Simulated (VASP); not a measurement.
La2O3:

```
La O
1.0
     6.26678    0.00000    0.00000
    -3.13339    5.42719    0.00000
     0.00000    0.00000    3.29977
La O
2 3
Direct
  0.66667 0.33333 0.50000
  0.33333 0.66667 0.50000
  0.50801 0.00000 0.00000
  0.00000 0.50801 0.00000
  0.49199 0.49199 0.00000
```

The cell comes from a database or a generator and needn't be the stable form of this composition.

```yaml
Program: VASP 6.6.1
Task: single point
Functional: PBE
Potentials_or_basis: VASP PAW PBE potentials, release 64 (La, O)
Cutoff: 520 eV
k_mesh: 5 × 5 × 8
Occupations: fermi-dirac, width 0.05 eV
Spin: no spin polarisation
```

On this cell: pressure 1.9 GPa; largest force 0.047 eV/Å; band gap on the k mesh 1.54 eV, indirect (least direct gap 2.05 eV).

The same run follows on a disturbed copy (atoms moved at random, drawn with an rms of 0.05 Å):

```
La O
1.0
     6.26678    0.00000    0.00000
    -3.13339    5.42719    0.00000
     0.00000    0.00000    3.29977
La O
2 3
Direct
  0.66897 0.32898 0.49376
  0.33951 0.66834 0.49097
  0.50190 0.00351 0.00723
  0.99508 0.51806 0.99382
  0.49547 0.48828 0.01203
```

What does the disturbed cell give?

The energy moves by +14.6 meV/atom; pressure 2.0 GPa; largest force 0.711 eV/Å; band gap on the k mesh 1.58 eV, indirect (least direct gap 2.09 eV).

Forces on the atoms (eV/Å):
```
La  -0.199  0.495  0.144
La  -0.363 -0.208  0.102
O    0.323 -0.472 -0.129
O    0.699 -0.128  0.029
O   -0.460  0.314 -0.147
```

Stress tensor (GPa, compression positive):
```
 1.95 -0.03  0.05
-0.03  3.44  0.09
 0.05  0.09  0.52
```

Caveats: spin-orbit coupling is left out, which moves the levels of the heavy elements; an odd mesh through Γ misses points on the zone boundary, where band edges often lie.
